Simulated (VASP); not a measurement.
Runs of VASP 6.6.1 on NaI. It takes space group F-43m (No. 216, cubic). Conventional cell: a = 7.086 Å, b = 7.086 Å, c = 7.086 Å, α = 90.00°, β = 90.00°, γ = 90.00°. Na (site symmetry -43m) has 4 I at 3.07 Å as nearest neighbours. Around I (site symmetry -43m) lie 4 Na at 3.07 Å. The cell was built by a generator and needn't be a form met in nature.

| level | k mesh | smearing | exchange at q = 0 | grid for exact exchange (PRECFOCK) | screening parameter | mesh quality | gap on the mesh (eV) | pressure (GPa) |
| --- | --- | --- | --- | --- | --- | --- | --- | --- |
| r2SCAN | 4 × 4 × 4 | gaussian 0.01 eV | - | - | - | not flagged | (b) | -0.1 |
| HSE06 | 4 × 4 × 4 | gaussian 0.01 eV | truncated | Normal | 0.2079 1/A | not flagged | 4.80 | 0.2 |
| r2SCAN | 4 × 4 × 4 | methfessel-paxton 0.2 eV | - | - | - | not flagged | 4.43 | -0.1 |
| r2SCAN | 2 × 2 × 2 | gaussian 0.01 eV | - | - | - | coarse | 4.39 | (a) |

Alike in all rows: task single point; potentials or basis VASP PAW PBE potentials, release 64 (Na_pv, I); no spin polarisation; cell as given; cutoff (eV) 520.

Q: Estimate the missing entries.

A: (a) 0.7; (b) 4.42.

Caveats: some runs use coarse meshes; the PAW data sets were made with another functional, which shifts forces and pressure a little; spin-orbit coupling is left out, which moves the levels of the heavy elements.

A k mesh can miss the band edges, and the runs leave out spin-orbit coupling on I.
